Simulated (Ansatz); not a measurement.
Polymorphs of In3Se2

The calculation used DFT PBE, scalar-relativistic, plane waves, PAW in Ansatz 0.2.0. All cells share a 420 eV cutoff and Γ-centred k meshes spaced at most 0.3 Å⁻¹ (0.19 for metals, 2π included).

These are static lattice energies at zero pressure. Only the structures computed here compete, so a lower one can exist. For metals, differences of a few meV/atom aren't resolved. No run is spin-polarised.

```tsv
#	started from	space group	atoms	V (Å³/atom)	ΔE (meV/atom)	gap on mesh (eV)
1	anti-tetradymite type	R-3m (No. 166)	5	28.0	0	0.00
2	anti-corundum type	R-3c (No. 167)	10	32.9	190	0.00
```

The lowest structure: Space group R-3m (No. 166), trigonal, a = 4.166 Å, c = 27.937 Å. In on Wyckoff site a (1 atom of the primitive cell) has 6 Se at 3.14 Å; around In on Wyckoff site c (2 atoms of the primitive cell) lie 3 Se at 2.86 Å and 3 In at 3.25 Å; Se is coordinated by 3 In at 2.86 Å and 3 In at 3.14 Å. Its energy against the elements is -0.39 eV/atom. The zero of energy is the lowest elemental structures computed at the same level; no fitted shifts are applied.

```cif
data_structure
_symmetry_space_group_name_H-M 'R-3m:H'
_symmetry_Int_Tables_number 166
_cell_length_a 4.1659
_cell_length_b 4.1659
_cell_length_c 27.9369
_cell_angle_alpha 90.000
_cell_angle_beta 90.000
_cell_angle_gamma 120.000
_cell_volume 419.88
loop_
_atom_site_label
_atom_site_type_symbol
_atom_site_symmetry_multiplicity
_atom_site_Wyckoff_symbol
_atom_site_fract_x
_atom_site_fract_y
_atom_site_fract_z
_atom_site_occupancy
In1 In 3 a 0.00000 0.00000 0.00000 1
In2 In 6 c 0.00000 0.00000 0.20579 1
Se1 Se 6 c 0.33333 0.66667 0.07232 1
```

The second: Space group R-3c (No. 167), trigonal, a = 7.785 Å, c = 18.778 Å. In has 4 Se at 2.97–3.11 Å; Se has 6 In at 2.97–3.11 Å.